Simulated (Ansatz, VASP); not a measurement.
## BN (Qingsongite): VASP beside Ansatz

File INCAR:

```
PREC = Accurate
ENCUT = 520
EDIFF = 1E-7
ISMEAR = 0
SIGMA = 0.02
LREAL = False
LASPH = True
NELM = 60
ALGO = Normal
ISIF = 2
LWAVE = False
LCHARG = False
GGA = PE
NBANDS = 11
```

Contents of KPOINTS:

```
Automatic mesh
0
Gamma
  12 12 12
```

The input POSCAR:

```
BN
1.0
    0.0000000000      1.7753299942      1.7753299942
    1.7753299942      0.0000000000      1.7753299942
    1.7753299942      1.7753299942      0.0000000000
B N
1 1
Direct
    0.0000000000      0.0000000000      0.0000000000
    0.2500000000      0.2500000000      0.2500000000
```

Input for Ansatz:

```yaml
crystal:
  lattice:
    - [0.0, 1.7753299942, 1.7753299942]
    - [1.7753299942, 0.0, 1.7753299942]
    - [1.7753299942, 1.7753299942, 0.0]
  atoms:
    - { symbol: B, position: [0.0, 0.0, 0.0] }
    - { symbol: "N", position: [0.25, 0.25, 0.25] }
basis:
  ecutwfc: 420
kpoints:
  mp_grid: { grid: [12, 12, 12] }
hamiltonian:
  xc: pbe
scf:
  occupations: { method: gaussian, width: 0.02 }
output:
  forces: true
  stress: true
  eigenvalues: true
  write_density: true
  write_potential: true
  elf: true
  volumetric_format: npy
```

Alike in both runs: task single point; functional PBE; k mesh 12 × 12 × 12; occupations gaussian, width 0.02 eV; no spin polarisation.

```csv
,VASP,Ansatz
version,VASP 6.6.1,Ansatz 0.2.0
potentials or method,"VASP PAW PBE potentials, release 64 (B, N)","scalar-relativistic, plane waves, PAW"
plane-wave cutoff (eV),520,420
valence electrons in the cell,8,8
```

```csv
,VASP,Ansatz,Ansatz less VASP
gap on the k mesh at the Fermi level (eV),4.51,4.53,+0.012
least direct gap on the mesh (eV),9.08,9.09,+0.011
pressure (GPa),26.2,25.8,-0.44
```

Caveats: so large a pressure means that the cell lies far from this level's equilibrium, or that cutoff or potentials fall short (VASP). A k mesh can miss the band edges. A hybrid or GW would open this gap; PBE tends to underestimate it.
